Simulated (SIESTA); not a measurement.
PbS (Galena), 2 atoms in the cell. It takes space group Fm-3m (No. 225, cubic). The conventional cell has a = 5.931 Å, b = 5.931 Å, c = 5.931 Å, α = 90.00°, β = 90.00°, γ = 90.00°. Pb (site symmetry m-3m) is surrounded by 6 S at 2.97 Å. S (site symmetry m-3m) has 6 Pb at 2.97 Å as nearest neighbours. 

| Property | Result |
| --- | --- |
| Program | SIESTA 5.4.2 |
| Task | band structure |
| Functional | vdW-DF-cx |
| Potentials or basis | PseudoDojo 0.4 standard (PBE files) |
| Basis | DZP (energy shift 0.003 Ry; two zetas on semicore shells) |
| Grid cutoff | 500 Ry |
| Energy shift | 0.003 Ry |
| k mesh | 8 × 8 × 8 |
| Occupations | fermi-dirac, width 0.05 eV |
| Spin | no spin polarisation |

Potentials or basis: PseudoDojo 0.4 standard (PBE files), DZP (energy shift 0.003 Ry; two zetas on semicore shells).

Command:

```bash
$ siesta PbS.fdf > PbS.out 2>&1
```

Hardware: 1 thread of Intel(R) Xeon(R) 6975P-C (Granite Rapids), on a shared host.

**Question.** Estimate the wall time of this run.

**Answer.** Run time: 33 s on 1 thread of Intel(R) Xeon(R) 6975P-C (Granite Rapids) (shared host), peak memory 0.34 GiB. Counts: scf iterations 9, k points 296, bands 36.
